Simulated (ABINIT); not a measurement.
The system is AlNi.

```
CELL_PARAMETERS angstrom
2.88100 0.00000 0.00000
0.00000 2.88100 0.00000
0.00000 0.00000 2.88100
ATOMIC_POSITIONS crystal
Ni 0.50000 0.50000 0.50000
Al 0.00000 0.00000 0.00000
```

Base run:

| Item | Value |
| --- | --- |
| Program | ABINIT 10.8.3 (patched build) |
| Functional | PBE |
| Potentials or basis | JTH PAW PBE v2.0 |
| Cutoff | 1116 eV |
| k mesh | 9 × 9 × 9 |
| Occupations | fermi-dirac, width 0.05 eV |
| Spin | collinear spin, ferromagnetic start |
| Starting moments | [1.0, 0.0] μB |

Its results: band gap on the k mesh none (metal or under the smearing width); pressure 2.2 GPa; net moment 0.00 μB per cell.

Q: The run is repeated on the same cell with these changes: functional from PBE to PBEsol; potentials or basis from JTH PAW PBE v2.0 to PseudoDojo NC SR PBEsol v0.4.1 standard; cutoff from 1116 eV to 1333 eV. What comes out?

A: Band gap on the k mesh none (metal or under the smearing width); pressure -3.3 GPa; net moment 0.00 μB per cell.

Caveats: small starting moments can end in a higher magnetic state in this program.

Not every run made on this cell is shown here.
